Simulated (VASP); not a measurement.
Input of a VASP 6.6.1 run:

Contents of INCAR:

```
SYSTEM = Sn
PREC     = Accurate       ! precision mode
ENCUT    = 600            ! plane-wave cutoff, eV
EDIFF    = 1E-6           ! SCF threshold, eV
ISMEAR   = -1             ! smearing method
SIGMA    = 0.05           ! smearing width, eV
LREAL    = .FALSE.        ! projectors in reciprocal space
LASPH    = .TRUE.         ! aspherical terms in the spheres
NELM     = 100            ! most SCF steps
ALGO     = Fast           ! electronic algorithm
ISIF     = 3              ! what is computed and relaxed
LWAVE    = .FALSE.        ! write WAVECAR
LCHARG   = .FALSE.        ! write CHGCAR
GGA      = PE             ! functional
IBRION   = 2              ! ionic algorithm
NSW      = 40             ! ionic steps
EDIFFG   = -0.01          ! ionic threshold
```

The input KPOINTS:

```
Automatic mesh
0
G
  10 10 10
  0 0 0
```

The input POSCAR:

```
Sn
1.0
   -1.8946518192      1.8946518192      1.8946518192
    1.8946518192     -1.8946518192      1.8946518192
    1.8946518192      1.8946518192     -1.8946518192
Sn
1
Direct
    0.0000000000      0.0000000000      0.0000000000
```

Potentials or basis: VASP PAW PBE potentials, release 64 (Sn_d_GW).

Launch:

```sh
$ cat potpaw_PBE.64/Sn_d_GW/POTCAR > POTCAR
$ mpirun -np 1 vasp_std > vasp.out
```

Problem. What does it give for the band gap on the k mesh?

Solution. None (metal or under the smearing width).

Problem. Estimate the space group after relaxing (to 0.05 Å).

Solution. Im-3m (No. 229).

Problem. Estimate the relaxed cell.

Solution. a = 3.302 Å, b = 3.302 Å, c = 3.302 Å, α = 109.47°, β = 109.47°, γ = 109.47°.

Problem. Estimate the relaxed volume.

Solution. 27.71 Å³/atom.

Final structure:
```
Sn
1.0
    -1.90637    1.90637    1.90637
     1.90637   -1.90637    1.90637
     1.90637    1.90637   -1.90637
Sn
1
Direct
  0.00000 0.00000 0.00000
```
